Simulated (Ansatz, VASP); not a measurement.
**AlN: VASP beside Ansatz**

The input INCAR:

```
ALGO = Normal
EDIFF = 1E-6
ENCUT = 520
GGA = PE
ISIF = 2
ISMEAR = -1
LASPH = True
LCHARG = False
LREAL = False
LWAVE = False
NBANDS = 11
NELM = 80
PREC = Accurate
SIGMA = 0.02
```

File KPOINTS:

```
k-points
0
Gamma
  10 10 10
```

Contents of POSCAR:

```
AlN
1.0
    0.0000000000      2.1198118932      1.9512694290
    2.1198118932      0.0000000000      1.9512694290
    2.1198118932      2.1198118932      0.0000000000
Al N
1 1
Direct
    0.0000000000      0.0000000000      0.0000000000
    0.5000000000      0.5000000000      0.5000000000
```

Input for Ansatz:

```yaml
crystal:
  lattice:
    - [0.0, 2.1198118932, 1.951269429]
    - [2.1198118932, 0.0, 1.951269429]
    - [2.1198118932, 2.1198118932, 0.0]
  atoms:
    - { symbol: Al, position: [0.0, 0.0, 0.0] }
    - { symbol: "N", position: [0.5, 0.5, 0.5] }
kpoints:
  mp_grid: { grid: [10, 10, 10] }
  band_path:
    path:
      - [0.0, 0.0, 0.0]
      - [0.5, 0.0, 0.5]
      - [0.625, 0.25, 0.625]
      - [0.375, 0.375, 0.75]
      - [0.5, 0.5, 0.5]
      - [0.5, 0.25, 0.75]
      - [0.5, 0.5, 0.0]
    npoints: 1
hamiltonian:
  xc: pbe
scf:
  occupations: { method: fermi_dirac, width: 0.02 }
  n_extra_bands: 4
output:
  forces: true
  stress: true
  eigenvalues: true
  write_density: true
  write_potential: true
  elf: true
  volumetric_format: npy
```

Change from the starting cell: epitaxial_xy strain +5.0%.

Alike in both runs: task single point; functional PBE; k mesh 10 × 10 × 10; occupations fermi-dirac, width 0.02 eV; no spin polarisation.

|  | VASP | Ansatz |
| --- | --- | --- |
| version | VASP 6.6.1 | Ansatz 0.2.0 |
| potentials or method | VASP PAW PBE potentials, release 64 (Al, N) | plane waves, PAW |
| plane-wave cutoff (eV) | 520 | 420 |
| valence electrons in the cell | 8 | 8 |

```tsv
	VASP	Ansatz	Ansatz less VASP
gap on the k mesh at the Fermi level (eV)	3.53	3.55	+0.023
pressure (GPa)	-6.4	-6.1	+0.24
largest component of the traceless stress (GPa)	12.89	12.94	+0.047
```

A k mesh can miss the band edges.
